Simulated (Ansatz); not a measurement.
## Σ3 (112) boundary in fcc Pt with Pd (substitutional): structure and resistance

How much does the Σ3 (112) boundary in fcc Pt with Pd (substitutional) reflect electrons?

Main program and level: Ansatz 0.2.0; Ansatz plane-wave DFT, PBE, PAW files; relaxation of a bicrystal slab with its lowest layers held; PAW set soft_1, in the first sound run; inputs show where later runs differ.

## Step 1: Set-up

The cell holds 23 atoms: 22 Pt and 1 Pd. Cell: a = 2.773 Å, b = 6.793 Å, c = 29.412 Å, α = 90.0°, β = 90.0°, γ = 90.0°. It derives from Pt. built on the (1 1 2) plane; 2 overlapping atoms removed and the grains opened by 0 Å. Vacuum lies along c.

## Step 2: Relaxing the bicrystal

The boundary is built by mirroring the lower grain in the boundary plane and removing any atoms that overlap; then the Pd is put in at the boundary. A thin bicrystal slab is relaxed first, with the lowest layers held and the upper grain free to shift and open.

input.yaml reads:

```yaml
crystal:
  lattice:
    - [2.7731313745, 0.0, 0.0]
    - [0.0, 6.7927568571, 0.0]
    - [0.0, 0.0, 29.4122836744]
  atoms:
    - { symbol: Pt, position: [2.0e-10, 0.3333333333, 0.1699970004] }
    - { symbol: Pt, position: [0.5000000002, 0.0, 0.1972146786] }
    - { symbol: Pt, position: [1.0e-10, 0.6666666667, 0.2244323569] }
    - { symbol: Pt, position: [0.5000000001, 0.3333333333, 0.2516500351] }
    - { symbol: Pt, position: [1.0e-10, 0.0, 0.2788677133] }
    - { symbol: Pt, position: [0.5000000001, 0.6666666667, 0.3060853915] }
    - { symbol: Pt, position: [1.0e-10, 0.3333333333, 0.3333030697] }
    - { symbol: Pt, position: [0.5000000001, 0.0, 0.360520748] }
    - { symbol: Pt, position: [0.0, 0.6666666667, 0.3877384262] }
    - { symbol: Pt, position: [0.5, 0.3333333333, 0.4149561044] }
    - { symbol: Pd, position: [0.0, 0.0, 0.4421737826] }
    - { symbol: Pt, position: [0.0, 0.6666666667, 0.4966091391] }
    - { symbol: Pt, position: [0.5000000001, 0.0, 0.5238268173] }
    - { symbol: Pt, position: [1.0e-10, 0.3333333333, 0.5510444955] }
    - { symbol: Pt, position: [0.5000000001, 0.6666666667, 0.5782621737] }
    - { symbol: Pt, position: [1.0e-10, 0.0, 0.605479852] }
    - { symbol: Pt, position: [0.5000000001, 0.3333333333, 0.6326975302] }
    - { symbol: Pt, position: [1.0e-10, 0.6666666667, 0.6599152084] }
    - { symbol: Pt, position: [0.5000000002, 0.0, 0.6871328866] }
    - { symbol: Pt, position: [2.0e-10, 0.3333333333, 0.7143505648] }
    - { symbol: Pt, position: [0.5000000002, 0.6666666667, 0.7415682431] }
    - { symbol: Pt, position: [2.0e-10, 0.0, 0.7687859213] }
    - { symbol: Pt, position: [0.5000000002, 0.3333333333, 0.7960035995] }
kpoints:
  mp_grid: { grid: [8, 4, 1] }
hamiltonian:
  xc: pbe
  pseudopotentials: { kind: paw, azcp: { folder: soft_1 } }
scf:
  occupations: { method: fermi_dirac, width: 0.1 }
relax:
  f_tol: 0.03
  max_steps: 80
  constraints: [{ sites: [0, 1, 2, 3] }]
```

The run is started by

```sh
$ ansatz run input.yaml --threads 4 --pin off --max-ram 15360MiB --backend cpu --events-out ev --progress --plain --runs-dir out
```

Numbers of over 12 decimals in the logs are rounded to 6 here.

What it wrote:

```text
Engine: ansatz 0.2.0, aarch64-unknown-linux-gnu
Pseudopotentials: kind: paw
Pseudopotential: Pt, paw, valence charge 18, recommended cutoff 420 eV (normal), soft_1/Pt.paw.azcp
Pseudopotential: Pd, paw, valence charge 18, recommended cutoff 420 eV (normal), soft_1/Pd.paw.azcp
Functional definition: PBE
  parameter kappa = 0.804
  parameter beta = 0.066725
  exchange = pbe_x(kappa = kappa, mu = beta*pi^2/3)
  correlation = pbe_c(beta = beta)
Crystal: 23 atoms, lattice volume = 554.045 Å³
Basis set: ecut = 420 eV, 10909 PW (Γ), exchange–correlation on 40×96×400 points (8 copies of the dense FFT grid, shifted against one another)
Bands: 249, of which v1, the nominal top of the filled ones, is band 207 counted from 1 (206 counted from 0)
Symmetry: 2 space group operations
Space group: Pm (ITA 6), of the structure as read, at distance tolerance 8.2e-5 Å
k-points: 15 of 32 (time reversal used)
Non-local potential: Pt, projectors of the file, l = 0: 3, l = 1: 2, l = 2: 2, l = 3: 1
Non-local potential: Pd, projectors of the file, l = 0: 2, l = 1: 2, l = 2: 2, l = 3: 1
PAW form: soft (Blöchl's): semilocal exchange-correlation on the pseudo side does not see the compensation charge
PAW one-centre angular grid: Pt, 590 points (default); XC on 64 Gauss nodes
PAW one-centre angular grid: Pd, 590 points (default); XC on 64 Gauss nodes
Initial density: superposition of atomic densities (neutral atoms: chi_scale 0, normalization atom)
Initial wavefunctions: pseudopotential atomic-orbital guess
Functional: x = pbe(κ = 0.804, μ = 0.219515), c = pbe(β = 0.066725)
SCF iter   1: F=—  HF=-282523.317581 eV  |F-HF|=—  |Δ(HF+E_count)|=         —  Δρ=1.15e-1  dr2=2.76e2  ethr=3.10e-3  ⟨swp⟩=6.0  Hψ=13493  notcnv=0  defer=89
preconditioner: auto → LDOS  [metal: Δε(μ)=0.001 eV  Ē_g=7.598 eV  σ=0.100 eV  W_gap=0.00  n_scr=162 (ndim 8)  ℏωp=23.9 eV  f_vac=0.313  D(μ)=34.58/eV (n_scr^D=370)  β→1.0]
SCF iter   2: F=—  HF=-282518.106283 eV  |F-HF|=—  |Δ(HF+E_count)|=    5.21e0  Δρ=6.80e-2  dr2=3.19e1  ethr=3.10e-3  ⟨swp⟩=3.0  Hψ=9422  notcnv=0  defer=264
SCF iter   3: F=—  HF=-282511.856044 eV  |F-HF|=—  |Δ(HF+E_count)|=    6.25e0  Δρ=1.78e-2  dr2=4.51e0  ethr=3.10e-3  ⟨swp⟩=2.2  Hψ=7407  notcnv=0  defer=311
SCF iter   4: F=—  HF=-282511.178115 eV  |F-HF|=—  |Δ(HF+E_count)|=   6.78e-1  Δρ=5.38e-3  dr2=9.27e-1  ethr=1.09e-3  ⟨swp⟩=2.4  Hψ=6559  notcnv=0  defer=297
SCF iter   5: F=—  HF=-282511.161694 eV  |F-HF|=—  |Δ(HF+E_count)|=   1.64e-2  Δρ=2.89e-3  dr2=2.67e-1  ethr=2.24e-4  ⟨swp⟩=2.0  Hψ=5100  notcnv=0  defer=297
SCF iter   6: F=—  HF=-282511.147133 eV  |F-HF|=—  |Δ(HF+E_count)|=   1.46e-2  Δρ=1.05e-3  dr2=4.51e-2  ethr=6.46e-5  ⟨swp⟩=2.1  Hψ=4298  notcnv=0  defer=297
SCF iter   7: F=—  HF=-282511.147245 eV  |F-HF|=—  |Δ(HF+E_count)|=   1.13e-4  Δρ=3.83e-4  dr2=3.68e-3  ethr=1.09e-5  ⟨swp⟩=1.5  Hψ=3699  notcnv=0  defer=297
SCF iter   8: F=—  HF=-282511.145952 eV  |F-HF|=—  |Δ(HF+E_count)|=   1.29e-3  Δρ=1.89e-4  dr2=6.48e-4  ethr=8.90e-7  ⟨swp⟩=2.0  Hψ=4702  notcnv=0  defer=297
SCF iter   9: F=—  HF=-282511.145920 eV  |F-HF|=—  |Δ(HF+E_count)|=   3.23e-5  Δρ=5.89e-5  dr2=5.80e-5  ethr=1.56e-7  ⟨swp⟩=2.1  Hψ=4686  notcnv=0  defer=297
SCF iter  10: F=-282511.145909 eV  HF=-282511.145921 eV  |F-HF|=1.20e-5  |Δ(HF+E_count)|=   1.07e-6  Δρ=3.00e-5  dr2=1.31e-5  ethr=5.43e-9  ⟨swp⟩=4.2  Hψ=11459  notcnv=0
SCF 1 converged in 10 iterations: F = -282511.145909 eV  dr2 = 1.31e-5
  greatest PAW one-centre occupation: 1.000 electrons in one spin orbital (limit 2), on the Pt atom at site 15 (counted from 0), in its partial waves of l = 0
relax step   1: F+E_penalty+E_count = -282511.14590892 eV  Δ(F+E_penalty+E_count) = +0.000e0 eV  max|allowed force component| = 1.156e0 eV/Å  Δτ_max = 0.0000 Å  (10 SCF iters, dr2 threshold 2.25e-5 eV, accepted)
Initial density: handed on by an earlier stage of this run
Initial wavefunctions: those handed on with the density
iter 1 solved again at ethr=3.51e-4 eV; its pass at ethr=3.10e-3 eV (dr2=1.45e0 eV) is discarded
SCF iter   1: F=—  HF=-282511.968406 eV  |F-HF|=—  |Δ(HF+E_count)|=         —  Δρ=1.29e-2  dr2=1.32e0  ethr=3.51e-4  ⟨swp⟩=1.5  Hψ=12520  notcnv=0  defer=299
preconditioner: auto → LDOS  [metal: Δε(μ)=0.016 eV  Ē_g=7.610 eV  σ=0.100 eV  W_gap=0.04  n_scr=162 (ndim 8)  ℏωp=23.9 eV  f_vac=0.310  D(μ)=40.75/eV (n_scr^D=470)  β→1.0]
SCF iter   2: F=—  HF=-282511.930530 eV  |F-HF|=—  |Δ(HF+E_count)|=   3.79e-2  Δρ=5.38e-3  dr2=2.52e-1  ethr=3.20e-4  ⟨swp⟩=2.0  Hψ=5575  notcnv=0  defer=299
SCF iter   3: F=—  HF=-282511.873458 eV  |F-HF|=—  |Δ(HF+E_count)|=   5.71e-2  Δρ=2.25e-3  dr2=1.20e-1  ethr=6.09e-5  ⟨swp⟩=3.2  Hψ=7505  notcnv=0  defer=299
SCF iter   4: F=—  HF=-282511.860343 eV  |F-HF|=—  |Δ(HF+E_count)|=   1.31e-2  Δρ=1.20e-3  dr2=2.61e-2  ethr=2.89e-5  ⟨swp⟩=2.1  Hψ=5029  notcnv=0  defer=299
SCF iter   5: F=—  HF=-282511.856482 eV  |F-HF|=—  |Δ(HF+E_count)|=   3.86e-3  Δρ=3.61e-4  dr2=2.73e-3  ethr=6.30e-6  ⟨swp⟩=1.7  Hψ=4636  notcnv=0  defer=301
SCF iter   6: F=—  HF=-282511.856293 eV  |F-HF|=—  |Δ(HF+E_count)|=   1.89e-4  Δρ=1.24e-4  dr2=2.25e-4  ethr=6.58e-7  ⟨swp⟩=2.1  Hψ=5197  notcnv=0  defer=301
SCF iter   7: F=-282511.856234 eV  HF=-282511.856283 eV  |F-HF|=4.92e-5  |Δ(HF+E_count)|=   9.79e-6  Δρ=5.29e-5  dr2=5.33e-5  ethr=2.02e-8  ⟨swp⟩=3.1  Hψ=13379  notcnv=0
SCF 2 converged in 7 iterations: F = -282511.856234 eV  dr2 = 5.33e-5
  greatest PAW one-centre occupation: 1.000 electrons in one spin orbital (limit 2), on the Pt atom at site 12 (counted from 0), in its partial waves of l = 0
relax step   2: F+E_penalty+E_count = -282511.85623354 eV  Δ(F+E_penalty+E_count) = -7.103e-1 eV  max|allowed force component| = 4.256e-1 eV/Å  Δτ_max = 0.1949 Å  (7 SCF iters, dr2 threshold 8.35e-5 eV, accepted)
SCF iter   1: F=—  HF=-282512.167543 eV  |F-HF|=—  |Δ(HF+E_count)|=         —  Δρ=1.15e-2  dr2=1.67e0  ethr=2.81e-3  ⟨swp⟩=4.3  Hψ=8015  notcnv=0  defer=294
preconditioner: auto → LDOS  [metal: Δε(μ)=0.003 eV  Ē_g=7.603 eV  σ=0.100 eV  W_gap=0.01  n_scr=162 (ndim 8)  ℏωp=23.9 eV  f_vac=0.311  D(μ)=40.31/eV (n_scr^D=456)  β→1.0]
SCF iter   2: F=—  HF=-282512.141417 eV  |F-HF|=—  |Δ(HF+E_count)|=   2.61e-2  Δρ=5.13e-3  dr2=2.96e-1  ethr=4.03e-4  ⟨swp⟩=2.0  Hψ=6217  notcnv=0  defer=308
SCF iter   3: F=—  HF=-282512.078736 eV  |F-HF|=—  |Δ(HF+E_count)|=   6.27e-2  Δρ=1.95e-3  dr2=6.16e-2  ethr=7.15e-5  ⟨swp⟩=3.5  Hψ=8039  notcnv=0  defer=308
SCF iter   4: F=—  HF=-282512.069175 eV  |F-HF|=—  |Δ(HF+E_count)|=   9.56e-3  Δρ=5.94e-4  dr2=6.63e-3  ethr=1.49e-5  ⟨swp⟩=2.2  Hψ=5457  notcnv=0  defer=308
[...]
SCF iter   8: F=-282512.067249 eV  HF=-282512.067254 eV  |F-HF|=5.03e-6  |Δ(HF+E_count)|=   1.14e-7  Δρ=1.63e-5  dr2=5.53e-6  ethr=2.73e-9  ⟨swp⟩=4.1  Hψ=11113  notcnv=0
SCF 3 converged in 8 iterations: F = -282512.067249 eV  dr2 = 5.53e-6
relax step   3: F+E_penalty+E_count = -282512.06724903 eV  Δ(F+E_penalty+E_count) = -2.110e-1 eV  max|allowed force component| = 6.956e-1 eV/Å  Δτ_max = 0.1933 Å  (8 SCF iters, dr2 threshold 1.13e-5 eV, accepted)
[... from here on, the SCF cycles and remarks between the steps are left out ...]
relax step   4: F+E_penalty+E_count = -282512.19541782 eV  Δ(F+E_penalty+E_count) = -1.282e-1 eV  max|allowed force component| = 2.429e-1 eV/Å  Δτ_max = 0.2000 Å  (7 SCF iters, dr2 threshold 6.56e-5 eV, accepted)
relax step   5: F+E_penalty+E_count = -282512.24814108 eV  Δ(F+E_penalty+E_count) = -5.272e-2 eV  max|allowed force component| = 1.444e-1 eV/Å  Δτ_max = 0.1986 Å  (8 SCF iters, dr2 threshold 7.19e-6 eV, accepted)
relax step   6: F+E_penalty+E_count = -282512.28775692 eV  Δ(F+E_penalty+E_count) = -3.962e-2 eV  max|allowed force component| = 1.303e-1 eV/Å  Δτ_max = 0.1951 Å  (8 SCF iters, dr2 threshold 2.54e-6 eV, accepted)
relax step   7: F+E_penalty+E_count = -282512.32319210 eV  Δ(F+E_penalty+E_count) = -3.544e-2 eV  max|allowed force component| = 4.588e-2 eV/Å  Δτ_max = 0.1950 Å  (8 SCF iters, dr2 threshold 6.01e-6 eV, accepted)
relax step   8: F+E_penalty+E_count = -282512.34984959 eV  Δ(F+E_penalty+E_count) = -2.666e-2 eV  max|allowed force component| = 5.167e-2 eV/Å  Δτ_max = 0.1954 Å  (10 SCF iters, accepted)
relax step   9: F+E_penalty+E_count = -282512.36283830 eV  Δ(F+E_penalty+E_count) = -1.299e-2 eV  max|allowed force component| = 7.657e-2 eV/Å  Δτ_max = 0.1951 Å  (11 SCF iters, accepted)
relax step  10: F+E_penalty+E_count = -282512.36531665 eV  Δ(F+E_penalty+E_count) = -2.478e-3 eV  max|allowed force component| = 3.953e-2 eV/Å  Δτ_max = 0.0798 Å  (8 SCF iters, dr2 threshold 5.86e-6 eV, accepted)
relax step  11: F+E_penalty+E_count = -282512.36509548 eV  Δ(F+E_penalty+E_count) = +2.212e-4 eV  max|allowed force component| = 6.687e-2 eV/Å  Δτ_max = 0.0311 Å  (9 SCF iters, rejected (line search))
SCF iter   1: F=—  HF=-282512.369227 eV  |F-HF|=—  |Δ(HF+E_count)|=         —  Δρ=1.56e-3  dr2=1.13e-2  ethr=2.98e-5  ⟨swp⟩=2.7  Hψ=6582  notcnv=0  defer=304
preconditioner: auto → LDOS  [metal: Δε(μ)=0.003 eV  Ē_g=7.676 eV  σ=0.100 eV  W_gap=0.01  n_scr=162 (ndim 8)  ℏωp=23.9 eV  f_vac=0.316  D(μ)=41.05/eV (n_scr^D=470)  β→1.0]
SCF iter   2: F=—  HF=-282512.368042 eV  |F-HF|=—  |Δ(HF+E_count)|=   1.19e-3  Δρ=5.27e-4  dr2=2.32e-3  ethr=2.73e-6  ⟨swp⟩=2.8  Hψ=8052  notcnv=0  defer=304
SCF iter   3: F=—  HF=-282512.367369 eV  |F-HF|=—  |Δ(HF+E_count)|=   6.73e-4  Δρ=1.84e-4  dr2=4.15e-4  ethr=5.59e-7  ⟨swp⟩=2.5  Hψ=6737  notcnv=0  defer=304
SCF iter   4: F=—  HF=-282512.367293 eV  |F-HF|=—  |Δ(HF+E_count)|=   7.58e-5  Δρ=5.99e-5  dr2=4.92e-5  ethr=1.00e-7  ⟨swp⟩=2.4  Hψ=5596  notcnv=0  defer=304
SCF iter   5: F=—  HF=-282512.365987 eV  |F-HF|=—  |Δ(HF+E_count)|=   1.31e-3  Δρ=2.48e-5  dr2=1.13e-5  ethr=1.19e-8  ⟨swp⟩=2.7  Hψ=6049  notcnv=0  defer=304
SCF iter   6: F=—  HF=-282512.365987 eV  |F-HF|=—  |Δ(HF+E_count)|=   2.78e-7  Δρ=1.31e-5  dr2=2.83e-6  ethr=2.73e-9  ⟨swp⟩=2.1  Hψ=4820  notcnv=0  defer=304
SCF iter   7: F=—  HF=-282512.365987 eV  |F-HF|=—  |Δ(HF+E_count)|=   1.36e-7  Δρ=5.60e-6  dr2=4.96e-7  ethr=6.84e-10  ⟨swp⟩=1.5  Hψ=4080  notcnv=0  defer=304
SCF iter   8: F=-282512.365987 eV  HF=-282512.365987 eV  |F-HF|=3.39e-8  |Δ(HF+E_count)|=   2.28e-8  Δρ=1.57e-6  dr2=3.82e-8  ethr=2.42e-11  ⟨swp⟩=4.6  Hψ=11900  notcnv=0
SCF 12 converged in 8 iterations: F = -282512.365987 eV  dr2 = 3.82e-8
relax step  12: F+E_penalty+E_count = -282512.36598686 eV  Δ(F+E_penalty+E_count) = -6.702e-4 eV  max|allowed force component| = 4.874e-3 eV/Å  Δτ_max = 0.0137 Å  (8 SCF iters, accepted)
SCF converged after 8 iterations
Free energy (F): -282512.365987 eV
Harris-Foulkes:  -282512.365987 eV  (|F-HF|=3.39e-8)
Internal energy: -282511.052634 eV  (E = F + TS)
E sigma→0 (E₀):  -282511.709310 eV
Entropy (-TS):   -1.313353 eV (-57.102 meV/atom)
Fermi energy:    12.383125 eV
--- Per-component energies (eV) ---
  E_band       = -7337.808909
  E_kinetic    = 13559.373858
  E_local      = -514298.550732  (includes V_loc(G=0)·N_el)
  E_nonlocal   = 4854.679523
  E_hartree    = 251042.879308
  E_xc         = -5237.351641
  E_vxc        = -6128.344083  (∫ρ·V_xc dr)
  E_paw        = -212454.336701  (= ΣΔE_a)
  E_vpaw       = -7410.771354  (= ΣTr[D̂ρ^β])
  E_aug_tail   = 0.025167  (compensation charges beyond the density's cutoff)
  E_ewald      = 180022.228582
  E_smearing   = -1.313353  (= −TS)
  E_closure    = 0.000000  (closes the sum)
  Σ components = -282512.365987   (vs F -282512.365987, Δ=0.00e0)
--- Forces (eV/Å), atoms counted from 1 ---
  atom   1  Pt    -0.00000000    -0.22358967     0.48552483
  atom   2  Pt    -0.00000000    -0.17961440    -0.16765328
  atom   3  Pt     0.00000000     0.21068183    -0.61172251
  atom   4  Pt     0.00000000     0.19543572     0.28719712
  atom   5  Pt    -0.00000000    -0.00025915     0.00076240
  atom   6  Pt    -0.00000000    -0.00020183    -0.00094872
  atom   7  Pt     0.00000000     0.00219109    -0.00087777
  atom   8  Pt    -0.00000000     0.00206702     0.00174674
  atom   9  Pt     0.00000000    -0.00271075     0.00132173
  atom  10  Pt    -0.00000000    -0.00314519     0.00048491
  atom  11  Pd     0.00000000     0.00286064    -0.00487396
  atom  12  Pt     0.00000000    -0.00133438     0.00287386
  atom  13  Pt     0.00000000     0.00133346     0.00343552
  atom  14  Pt     0.00000000     0.00029129     0.00110763
  atom  15  Pt    -0.00000000     0.00022327    -0.00236040
  atom  16  Pt     0.00000000    -0.00037175    -0.00023751
  atom  17  Pt     0.00000000    -0.00082666     0.00138966
  atom  18  Pt     0.00000000    -0.00190210     0.00143714
  atom  19  Pt    -0.00000000    -0.00133396     0.00047052
  atom  20  Pt    -0.00000000    -0.00137174     0.00160317
  atom  21  Pt    -0.00000000     0.00038107     0.00110380
  atom  22  Pt    -0.00000000     0.00049989    -0.00045548
  atom  23  Pt     0.00000000     0.00068541    -0.00126632
  max |Σ_I F_I| component: 6.31e-5 eV/Å
--- Relaxed structure (12 steps of the walk, 11 accepted, 0 SCFs on fresh bases) ---
  F+E_penalty+E_count = -282512.36598686 eV   max|allowed force component| = 4.874e-3 eV/Å
  atoms:
    - { symbol: Pt, position: [0.0, 0.333333, 0.1699970004] }
    - { symbol: Pt, position: [0.500000, 0.0, 0.197215] }
    - { symbol: Pt, position: [0, 0.666667, 0.2244323569] }
    - { symbol: Pt, position: [0.500000, 0.333333, 0.251650] }
    - { symbol: Pt, position: [-2.0627328521652587e-18, -0.00758503, 0.280871] }
    - { symbol: Pt, position: [0.500000, 0.662186, 0.310444] }
    - { symbol: Pt, position: [-1.572154708500244e-18, 0.327552, 0.334840] }
    - { symbol: Pt, position: [0.500000, -0.00720368, 0.364828] }
    - { symbol: Pt, position: [7.237008879400438e-19, 0.669328, 0.397109] }
    - { symbol: Pt, position: [0.500000, 0.333756, 0.416745] }
    - { symbol: Pd, position: [2.648621509466419e-18, 0.00973944, 0.448414] }
    - { symbol: Pt, position: [-4.477707540281049e-17, 0.502014, 0.485346] }
    - { symbol: Pt, position: [0.500000, -0.170488, 0.515800] }
    - { symbol: Pt, position: [-4.649858535423992e-17, 0.162350, 0.537959] }
    - { symbol: Pt, position: [0.500000, 0.491534, 0.568442] }
    - { symbol: Pt, position: [-4.6369709433727877e-17, -0.170509, 0.598469] }
    - { symbol: Pt, position: [0.500000, 0.164719, 0.624046] }
    - { symbol: Pt, position: [-4.6291800459989286e-17, 0.496444, 0.652868] }
    - { symbol: Pt, position: [0.500000, -0.176439, 0.681548] }
    - { symbol: Pt, position: [-4.544563462987043e-17, 0.166222, 0.706114] }
    - { symbol: Pt, position: [0.500000, 0.489779, 0.742377] }
    - { symbol: Pt, position: [-5.079479739896048e-17, -0.186781, 0.765553] }
    - { symbol: Pt, position: [0.500000, 0.140463, 0.786062] }
```

Elapsed: 13 min, on 4 threads of Arm Neoverse V1, shared host; peak memory 3.3 GiB.

The steps of the relaxation:

| step | energy less that of the first step (eV) | largest force component (eV/Å) |
| --- | --- | --- |
| 1 | 0.0000 | 1.1557 |
| 2 | -0.7103 | 0.4256 |
| 3 | -0.9213 | 0.6956 |
| 4 | -1.0495 | 0.2429 |
| 5 | -1.1022 | 0.1444 |
| 6 | -1.1418 | 0.1303 |
| 7 | -1.1773 | 0.0459 |
| 8 | -1.2039 | 0.0517 |
| 9 | -1.2169 | 0.0766 |
| 10 | -1.2194 | 0.0395 |
| 11 | -1.2192 | 0.0669 |
| 12 | -1.2201 | 0.0049 |

Relaxation step 11 was tried and not accepted.

The run keeps the 2 symmetry operations that it works with, so distortions that break them were not tested.

The atoms that moved most (Å):

| atom | dx | dy | dz | length |
| --- | --- | --- | --- | --- |
| Pt23 | 0.000 | -1.310 | -0.292 | 1.342 |
| Pt22 | 0.000 | -1.269 | -0.095 | 1.272 |
| Pt15 | 0.000 | -1.190 | -0.289 | 1.224 |
| Pt14 | 0.000 | -1.161 | -0.385 | 1.224 |
| Pt19 | 0.000 | -1.199 | -0.164 | 1.210 |
| Pt21 | 0.000 | -1.202 | 0.024 | 1.202 |
| Pt13 | 0.000 | -1.158 | -0.236 | 1.182 |
| Pt16 | 0.000 | -1.158 | -0.206 | 1.176 |

Final coordinates:

```cif
data_structure
_symmetry_space_group_name_H-M 'P 1'
_symmetry_Int_Tables_number 1
_cell_length_a 2.7731
_cell_length_b 6.7928
_cell_length_c 29.4123
_cell_angle_alpha 90.000
_cell_angle_beta 90.000
_cell_angle_gamma 90.000
_cell_volume 554.05
loop_
_atom_site_label
_atom_site_type_symbol
_atom_site_fract_x
_atom_site_fract_y
_atom_site_fract_z
_atom_site_occupancy
Pt1 Pt 0.00000 0.33333 0.17000 1
Pt2 Pt 0.50000 0.00000 0.19721 1
Pt3 Pt 0.00000 0.66667 0.22443 1
Pt4 Pt 0.50000 0.33333 0.25165 1
Pt5 Pt 0.00000 0.99241 0.28087 1
Pt6 Pt 0.50000 0.66219 0.31044 1
Pt7 Pt 0.00000 0.32755 0.33484 1
Pt8 Pt 0.50000 0.99280 0.36483 1
Pt9 Pt 0.00000 0.66933 0.39711 1
Pt10 Pt 0.50000 0.33376 0.41674 1
Pd11 Pd 0.00000 0.00974 0.44841 1
Pt12 Pt 0.00000 0.50201 0.48535 1
Pt13 Pt 0.50000 0.82951 0.51580 1
Pt14 Pt 0.00000 0.16235 0.53796 1
Pt15 Pt 0.50000 0.49153 0.56844 1
Pt16 Pt 0.00000 0.82949 0.59847 1
Pt17 Pt 0.50000 0.16472 0.62405 1
Pt18 Pt 0.00000 0.49644 0.65287 1
Pt19 Pt 0.50000 0.82356 0.68155 1
Pt20 Pt 0.00000 0.16622 0.70611 1
Pt21 Pt 0.50000 0.48978 0.74238 1
Pt22 Pt 0.00000 0.81322 0.76555 1
Pt23 Pt 0.50000 0.14046 0.78606 1
```

Numbers from this step:

| Property | Result |
| --- | --- |
| free energy | -282512.3660 eV |
| energy at zero smearing | -282511.7093 eV |
| Fermi energy | 12.38 eV |

The largest force component on a free atom ends at 0.0049 eV/Å, under the tolerance of 0.03, after 12 steps.

[end of part 1 of 2]

[Logs are printed without paths, hosts, clocks, repeated set-up lines and the standing remarks that a program may print on its own settings, such as how far it seeks lower states.]

[Hosts, paths, dates, database ids (printed as entryN), source tags and the programs' standing remarks are cut or masked in the printed files.]
